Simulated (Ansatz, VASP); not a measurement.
This is a calculation of Ag for Ansatz 0.2.0.

The input input.yaml:

```yaml
crystal:
  lattice:
    - [0.0, 2.082814093, 2.082814093]
    - [2.082814093, 0.0, 2.082814093]
    - [2.082814093, 2.082814093, 0.0]
  atoms:
    - { symbol: Ag, position: [0.0, 0.0, 0.0] }
kpoints:
  mp_grid: { grid: [8, 8, 8] }
scf:
  occupations: { method: methfessel_paxton, width: 0.1 }
hamiltonian:
  xc: pbesol
  dispersion: d4
  pseudopotentials: { kind: all_electron, lapw: { basis_error: 0.001 } }
magnetization:
  noncollinear: true
  spin_orbit: true
output:
  forces: true
  stress: true
  eigenvalues: true
```

Potentials or basis: all-electron LAPW, relativistic spinors.

Launch:

```bash
$ ansatz run input.yaml --threads 1 --pin off --max-ram 3072MiB --backend cpu --events-out ev --progress --plain --runs-dir out
```

**Question.** Translate it to VASP 6.6.1. Potentials there: VASP PAW PBE potentials, release 64 (Ag).

**Answer.** As run (the cutoff follows the program's own potentials):

The input INCAR:

```
SYSTEM = Ag
  PREC = Accurate
  ENCUT = 520
  EDIFF = 1E-6
  ISMEAR = 1
  SIGMA = 0.1
  LREAL = .False.
  LASPH = .True.
  NELM = 150
  ALGO = Fast
  ISIF = 2
  LWAVE = .False.
  LCHARG = .True.
  MAGMOM = 0 0 0
  LORBIT = 11
  LSORBIT = .True.
  GGA_COMPAT = .False.
  LORBMOM = .True.
  LMAXMIX = 4
  GGA = PS
  IVDW = 13
  LVHAR = .True.
  NBANDS = 22
```

Contents of KPOINTS:

```
regular mesh
0
Gamma
  8 8 8
  0 0 0
```

The input POSCAR:

```
Ag
1.0
    0.0000000000      2.0828140930      2.0828140930
    2.0828140930      0.0000000000      2.0828140930
    2.0828140930      2.0828140930      0.0000000000
Ag
1
Direct
    0.0000000000      0.0000000000      0.0000000000
```

Potentials or basis: VASP PAW PBE potentials, release 64 (Ag).

Launch:

```bash
$ cat potpaw_PBE.64/Ag/POTCAR > POTCAR
$ mpirun -np 1 vasp_ncl > vasp.out
```

Both were run:

|  | VASP | Ansatz | Ansatz less VASP |
| --- | --- | --- | --- |
| gap on the k mesh at the Fermi level (eV) | none | none | - |
| pressure (GPa) | -10.0 | -10.0 | +0.05 |
| net moment per atom (μB) | 0.00 | 0.00 | 0.000 |
| dispersion energy (meV/atom) | -313.3 | -313.4 | -0.14 |

A gap of «none» marks a metal or a gap that the smearing closes. Ansatz ran all-electron here, so the differences hold the error of VASP's frozen core and of both bases.

Caveats: the PAW data sets were made with another functional, which shifts forces and pressure a little (VASP); the k mesh is thin for a metal, which can move the energy by tens of meV per atom (Ansatz); pairwise dispersion overbinds metals, which lowers pressure and volume (Ansatz).
